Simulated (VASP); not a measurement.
Runs of VASP 6.6.1 on InPd. The structure is cubic, space group Pm-3m (No. 221). The conventional cell has a = 3.272 Å, b = 3.272 Å, c = 3.272 Å, α = 90.00°, β = 90.00°, γ = 90.00°. Around In (site symmetry m-3m) lie 8 Pd at 2.83 Å. Around Pd (site symmetry m-3m) lie 8 In at 2.83 Å. The cell comes from a database or a generator and needn't be the stable form of this composition.

```tsv
task	level	potentials or basis	cell	cutoff (eV)	smearing	ladder	gap on the mesh (eV)	pressure (GPa)	relaxed volume (Å³/atom)
single point	PBE	VASP PAW PBE potentials, release 64 (In_d, Pd)	as given	520	gaussian 0.012 eV	-	none	(b)	-
single point	PBE	VASP PAW PBE potentials, release 64 (In_d, Pd)	as given	520	gaussian 0.1 eV	-	none	3.9	-
relaxation of cell and atoms	PBE	VASP PAW PBE potentials, release 64 (In_d_GW, Pd_GW)	relaxed	630	fermi-dirac 0.05 eV	-	none	0.0	17.98
relaxation of cell and atoms	vdW-DF2	VASP PAW PBE potentials, release 64 (In_d, Pd)	relaxed	600	fermi-dirac 0.05 eV	-	none	0.1	20.32
band structure	revTPSS	VASP PAW PBE potentials, release 64 (In_d, Pd)	as given	520	fermi-dirac 0.05 eV	-	-	(d)	-
relaxation of cell and atoms	PBE+D3(BJ)	VASP PAW PBE potentials, release 64 (In_d, Pd)	relaxed	600	fermi-dirac 0.05 eV	gaps	none	0.0	(a)
single point	PBE	VASP PAW PBE potentials, release 64 (In_d, Pd)	as given	520	gaussian 0.024 eV	-	none	3.7	-
relaxation of cell and atoms	RPBE	VASP PAW PBE potentials, release 64 (In_d, Pd)	relaxed	600	fermi-dirac 0.05 eV	-	none	0.0	18.59
relaxation of cell and atoms	BLYP	VASP PAW PBE potentials, release 64 (In_d, Pd)	relaxed	600	fermi-dirac 0.05 eV	-	none	0.1	(c)
single point	LDA	VASP PAW LDA potentials, release 64 (In, Pd)	as given	500	gaussian 0.02 eV	-	none	-6.9	-
relaxation of cell and atoms	RPBE+D3(BJ)	VASP PAW PBE potentials, release 64 (In_d, Pd)	relaxed	600	fermi-dirac 0.05 eV	-	none	0.0	14.85
```

Alike in all rows: no spin polarisation; k mesh 8 × 8 × 8.

Problem. Fill in the values left out.

Solution. (a) 17.32; (b) 3.8; (c) 19.55; (d) -3.1.

Caveats: the PAW data sets were made with another functional, which shifts forces and pressure a little (some runs); the volume moved by over 15 % at a fixed basis, so the end points are rough (some runs); pairwise dispersion overbinds metals, which lowers pressure and volume (some runs).

A k mesh can miss the band edges, and the runs leave out spin-orbit coupling on In, Pd.

A gap of «none» marks a metal or a gap under the smearing width.

Not every run made on this cell is shown here.
